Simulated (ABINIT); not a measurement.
Ti:

```xyz
2
Lattice="2.9500 0.0000 0.0000 -1.4750 2.5548 0.0000 0.0000 0.0000 4.6800" Properties=species:S:1:pos:R:3 pbc="T T T"
Ti    1.4750    0.8516    3.5100
Ti    0.0000    1.7032    1.1700
```

Base run:

* Program: ABINIT 10.8.3 (patched build)
* Functional: SOGGA
* Potentials or basis: JTH PAW PBE v2.0
* Cutoff: 408 eV
* k mesh: 10 × 10 × 6
* Occupations: fermi-dirac, width 0.05 eV
* Spin: no spin polarisation

Its results: band gap on the k mesh none (metal or under the smearing width); pressure -5.7 GPa.

Question: The run is repeated on the same cell with these changes: functional from SOGGA to PBE. What comes out?

Answer: Band gap on the k mesh none (metal or under the smearing width); pressure -1.3 GPa.

PBE binds less tightly than SOGGA, so the same cell stands under more pressure.

Caveats: the PAW data sets were made with another functional, which shifts forces and pressure a little (some runs).

Not every run made on this cell is shown here.
